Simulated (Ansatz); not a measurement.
# C: the cost of one run

Program: Ansatz 0.2.0. PAW datasets, plane waves. Calculated at 0 K for a non-magnetic cell.

## 1. The system as given

The unstrained cell was relaxed with r2SCAN+rVV10; in each strained cell the atoms were relaxed again with r2SCAN+rVV10. Names of k-points are those of the unstrained zone, where strain can split equivalent points. First state: no strain.

The symmetry is R-3m (No. 166, trigonal); a = 2.455 Å, c = 20.743 Å in the conventional setting, 9.02 Å³ an atom. C has 3 C at 1.42 Å.

As a file:

```
CELL_PARAMETERS angstrom
1.22751 0.70870 6.91417
-1.22751 0.70870 6.91417
0.00000 -1.41740 6.91417
ATOMIC_POSITIONS crystal
C 0.91911 0.91911 0.91911
C 0.25245 0.25245 0.25245
C 0.74755 0.74755 0.74755
C 0.08089 0.08089 0.08089
```

## 2. No strain: PBE

Input file input.yaml:

```yaml
crystal:
  lattice:
    - [1.2275050105, 0.7087003483, 6.9141689918]
    - [-1.2275050105, 0.7087003483, 6.9141689918]
    - [0.0, -1.4174006965, 6.9141689918]
  atoms:
    - { symbol: C, position: [0.9191129941, 0.9191129941, 0.9191129941] }
    - { symbol: C, position: [0.2524458879, 0.2524458879, 0.2524458879] }
    - { symbol: C, position: [0.7475541121, 0.7475541121, 0.7475541121] }
    - { symbol: C, position: [0.0808870059, 0.0808870059, 0.0808870059] }
kpoints:
  mp_grid: { grid: [12, 12, 12] }
  band_path:
    path:
      - [0.0, 0.0, 0.0]
      - [0.5, 0.5, 0.5]
      - [0.8263292057, 0.1736707943, 0.5]
      - [0.5, -0.1736707943, 0.1736707943]
      - [0.5, 0.0, 0.0]
      - [0.3368353972, -0.3368353972, 0.0]
      - [0.6631646028, 0.0, 0.3368353972]
      - [0.5, 0.0, 0.5]
      - [0.0, 0.3333333333, -0.3333333333]
      - [-0.00651, 0.317708, -0.330078]
      - [-0.080729, 0.267578, -0.401693]
    npoints: 1
hamiltonian:
  xc: pbe
scf:
  occupations: { method: fermi_dirac, width: 0.02 }
  n_extra_bands: 5
output:
  forces: true
  stress: true
  eigenvalues: true
  write_density: true
  write_potential: true
  elf: true
  volumetric_format: npy
```

Launch:

```sh
ansatz run input.yaml --threads 4 --pin off --max-ram 4608MiB --backend cpu --events-out ev --progress --plain --runs-dir out
```

What time and memory should one allow on 4 threads of Arm Neoverse N1, shared host?

About 3.5 s, with a peak of 0.36 GiB.
